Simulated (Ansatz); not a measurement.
## Convergence of Sc$_{2}$Al with the plane-wave cutoff

Theory: DFT r2SCAN, scalar-relativistic, plane waves, PAW (Ansatz 0.2.0).

```yaml
crystal:
  lattice:
    - [4.89261, 0.00000, 0.00000]
    - [-2.44631, 4.23713, 0.00000]
    - [0.00000, 0.00000, 6.16142]
  atoms:
    - { symbol: Sc, position: [0.00000, 0.00000, 0.00000] }
    - { symbol: Sc, position: [0.00000, 0.00000, 0.50000] }
    - { symbol: Sc, position: [0.33333, 0.66667, 0.75000] }
    - { symbol: Sc, position: [0.66667, 0.33333, 0.25000] }
    - { symbol: Al, position: [0.33333, 0.66667, 0.25000] }
    - { symbol: Al, position: [0.66667, 0.33333, 0.75000] }
```

| Quantity | Value |
| --- | --- |
| Γ-centred k-mesh | 12×12×6 |
| occupation rule | Gaussian smearing, 0.1 eV |
| spin treatment | unpolarised |
| valence charge of the PAW sets | Sc 11, Al 3 |

The atoms stay fixed while the plane-wave cutoff is varied. ΔE is the energy extrapolated to zero smearing, less that of the reference run (850 eV). The cell isn't necessarily relaxed at this level. Pressure is positive in compression and holds a correction for the finite cutoff (Pulay stress).

Times are rough; the reference took 2.4 min on 1 thread of Intel(R) Xeon(R) Platinum 8259CL CPU @ 2.50GHz (Skylake/Cascade Lake), with other jobs on the host, peak memory 1.4 GiB.

Q: One run gave ΔE = 4.02 meV/atom and P = -0.13 GPa. Which plane-wave cutoff did it use, of 150, 200, 250, 300, 350, 380, 460, 500, 520, 600, 700?

A: 460 eV. All runs:

| cutoff (eV) | ΔE (meV/atom) | P (GPa) | plane waves at Γ | wall time (s) |
| --- | --- | --- | --- | --- |
| 150 | 9446 | -0.76 | 529 | 11 |
| 200 | 1656 | -0.13 | 819 | 13 |
| 250 | 257 | -0.17 | 1119 | 17 |
| 300 | 39.0 | -0.06 | 1481 | 21 |
| 350 | 11.1 | -0.12 | 1885 | 27 |
| 380 | 8.04 | -0.13 | 2197 | 30 |
| 460 | 4.02 | -0.13 | 2895 | 54 |
| 500 | 2.67 | -0.13 | 3221 | 57 |
| 520 | 2.18 | -0.13 | 3449 | 47 |
| 600 | 1.06 | -0.14 | 4261 | 65 |
| 700 | 0.55 | -0.14 | 5343 | 73 |
| 850 | 0.00 | -0.14 | 7235 | 140 |

1 further run of this set didn't finish or converge.